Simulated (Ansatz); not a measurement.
Fe₂Pt₃: computed properties

Level of theory: Ansatz, DFT PBE, scalar-relativistic, plane waves, PAW.

Plane waves to 420 eV, a k mesh through Γ of 18×18×18 on the computed 5-atom cell and Gaussian smearing (0.10 eV); collinear spin from starting moments 3.3 3.3 0.4 0.4 0.4 μB.

The structure is relaxed at this level of theory with its symmetry kept, and needn't be the ground state of this composition.

Space group R-3m (No. 166), trigonal, a = 2.747 Å, c = 33.255 Å. Fe is surrounded by 6 Pt at 2.64–2.70 Å and 6 Fe at 2.75 Å; Pt on a site of symmetry 3m is surrounded by 3 Fe at 2.64 Å, 6 Pt at 2.75 Å and 3 Pt at 2.94 Å; Pt on a site of symmetry -3m is surrounded by 6 Fe at 2.70 Å and 6 Pt at 2.75 Å.

* Volume per atom: 14.49 Å³
* Formation energy from the elements' standard states (uncorrected): -0.143 eV/atom
* Kohn–Sham band gap: none (metal)
* Density of states at the Fermi level: 4.1 states/eV per cell
* Orbital (Löwdin) character within 0.5 eV of the Fermi level: Fe 3d 49 %, Pt 5d 40 %, unprojected 4 %
* Bader charge by site (e): Fe (2 in the cell) 0.56, Pt (2 in the cell) -0.30, Pt (1 in the cell) -0.52
* Total moment: 6.95 μB per cell
* Moment by site (μB): Fe1 3.01, Fe2 3.01, Pt3 0.34, Pt4 0.33, Pt5 0.34

Spin-orbit coupling is left out, which matters for the bands of heavy elements.

Only this magnetic start was tried.

The cell was found from a structure generator's guess, not taken from experiment. Löwdin shares on free-atom orbitals overweight diffuse shells.
